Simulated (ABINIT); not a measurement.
The system is Yb.

```
Yb
1.0
     0.00000    2.74310    2.74310
     2.74310    0.00000    2.74310
     2.74310    2.74310    0.00000
Yb
1
Direct
  0.00000 0.00000 0.00000
```

* Program: ABINIT 10.8.3 (patched build)
* Task: relaxation of cell and atoms
* Functional: PBE
* Potentials or basis: PseudoDojo NC SR PBE v0.4 lanthanides 3+ (4f in core; v0.4.1 standard for the other elements)
* Cutoff: 680 eV
* k mesh: 6 × 6 × 6
* Occupations: fermi-dirac, width 0.05 eV
* Spin: collinear spin, ferromagnetic start
* Starting moments: [1.0] μB

At the start: pressure -8.4 GPa; volume 41.28 Å³/atom.

Question: How do energy, volume and symmetry change on relaxing?

Answer: Over 6 steps the energy falls by 398.0 meV/atom and the volume is 29.43 Å³/atom (-28.7 %); space group Fm-3m (No. 225, to 0.05 Å); moment 0.00 μB per cell.

Step by step:
| step | energy change (eV) | largest force (eV/Å) | pressure (GPa) | volume (Å³) |
| --- | --- | --- | --- | --- |
| 1 | 0.0000 | 0.0000 | -8.40 | 41.28 |
| 2 | -0.0542 | 0.0000 | -8.12 | 40.23 |
| 3 | -0.3098 | 0.0000 | 7.76 | 25.38 |
| 4 | -0.3935 | 0.0000 | -1.40 | 30.43 |
| 5 | -0.3980 | 0.0000 | -0.09 | 29.49 |
| 6 | -0.3980 | 0.0000 | 0.00 | 29.43 |

Final structure:
```
Yb
1.0
     0.00000    2.45050    2.45050
     2.45050    0.00000    2.45050
     2.45050    2.45050    0.00000
Yb
1
Direct
  0.00000 0.00000 0.00000
```

Caveat: the electronic state changed during the relaxation; the volume moved by over 15 % at a fixed basis, so the end points are rough; the volume moved by -29 % from the deposited cell, more than functionals usually miss.
